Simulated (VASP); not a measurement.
MnO:

```
CELL_PARAMETERS angstrom
3.37170 0.00000 0.00000
-1.68585 2.91998 0.00000
0.00000 0.00000 5.38550
ATOMIC_POSITIONS crystal
Mn 0.33333 0.66667 0.01096
Mn 0.66667 0.33333 0.51096
O 0.33333 0.66667 0.37547
O 0.66667 0.33333 0.87547
```

Measurements of this composition are mostly on another form, of space group No. 225.

Base run:

```yaml
Program: VASP 6.6.1
Functional: PBEsol
Potentials_or_basis: VASP PAW PBE potentials, release 64 (Mn_pv, O)
Cutoff: 520 eV
k_mesh: 8 × 8 × 4
Occupations: gaussian, width 0.05 eV
Spin: collinear spin, ferromagnetic start
Starting_moments: "[4.0, 4.0, 0.0, 0.0] μB"
Hubbard_terms: Mn d U = 4 eV
```

Its results: band gap on the k mesh 0.12 eV, direct; pressure 5.8 GPa; net moment 10.00 μB per cell; site moments Mn +4.58; O +0.11 μB; largest force 0.850 eV/Å.

The run is repeated on the same cell with these changes: spin from collinear spin, ferromagnetic start to collinear spin, antiferromagnetic start; moments at the start from [4.0, 4.0, 0.0, 0.0] to [4.0, -4.0, 0.0, 0.0]. What comes out?

Band gap on the k mesh 0.53 eV, indirect (least direct gap 0.56 eV); pressure 2.6 GPa; net moment 0.00 μB per cell; site moments Mn +4.51, -4.51; O -0.05, +0.05 μB; largest force 0.598 eV/Å.

Caveats: the PAW data sets were made with another functional, which shifts forces and pressure a little.

A k mesh can miss the band edges.
